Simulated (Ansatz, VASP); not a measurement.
**HfN in VASP and in Ansatz**

The input INCAR:

```
  ALGO = Fast
  EDIFF = 1E-6
  ENCUT = 520
  GGA = PE
  ISIF = 2
  ISMEAR = 0
  LASPH = T
  LCHARG = F
  LREAL = F
  LWAVE = F
  NBANDS = 23
  NELM = 80
  PREC = Accurate
  SIGMA = 0.1
```

The input KPOINTS:

```
k-points
0
Gamma
  6 6 4
```

Contents of POSCAR:

```
HfN
1.0
    3.1339080219      0.0000000000      0.0000000000
   -1.5669540110      2.7140439601      0.0000000000
    0.0000000000      0.0000000000      5.4167677200
Hf N
2 2
Direct
    0.6666666700      0.3333333300      0.7500000000
    0.3333333300      0.6666666700      0.2500000000
    0.0000000000      0.0000000000      0.0000000000
    0.0000000000      0.0000000000      0.5000000000
```

Input for Ansatz:

```yaml
crystal:
  lattice:
    - [3.1339080219, 0.0, 0.0]
    - [-1.566954011, 2.7140439601, 0.0]
    - [0.0, 0.0, 5.41676772]
  atoms:
    - { symbol: Hf, position: [0.66666667, 0.33333333, 0.75] }
    - { symbol: Hf, position: [0.33333333, 0.66666667, 0.25] }
    - { symbol: "N", position: [0.0, 0.0, 0.0] }
    - { symbol: "N", position: [0.0, 0.0, 0.5] }
basis:
  ecutwfc: 420
kpoints:
  mp_grid: { grid: [6, 6, 4] }
hamiltonian:
  xc: pbe
scf:
  occupations: { method: gaussian, width: 0.1 }
output:
  forces: true
  stress: true
  eigenvalues: true
```

The cell comes from a database or a generator and needn't be the stable form of this composition.

Alike in both runs: task single point; functional PBE; k mesh 6 × 6 × 4; occupations gaussian, width 0.1 eV; no spin polarisation.

|  | VASP | Ansatz |
| --- | --- | --- |
| version | VASP 6.6.1 | Ansatz 0.2.0 |
| potentials or method | VASP PAW PBE potentials, release 64 (Hf_pv, N) | scalar-relativistic, plane waves, PAW |
| plane-wave cutoff (eV) | 520 | 420 |
| valence electrons in the cell | 30 | 62 |

```csv
,VASP,Ansatz,Ansatz less VASP
gap on the k mesh at the Fermi level (eV),none,none,-
pressure (GPa),3.9,6.2,+2.31
largest component of the traceless stress (GPa),0.92,0.83,-0.083
```

A gap of «none» marks a metal or a gap that the smearing closes. The two sets of potentials don't hold the same shells in valence.

Caveats: the k mesh is coarse (spacing up to 0.39 Å⁻¹), so the values aren't converged. The runs have no spin-orbit coupling, so splittings on Hf are missing.
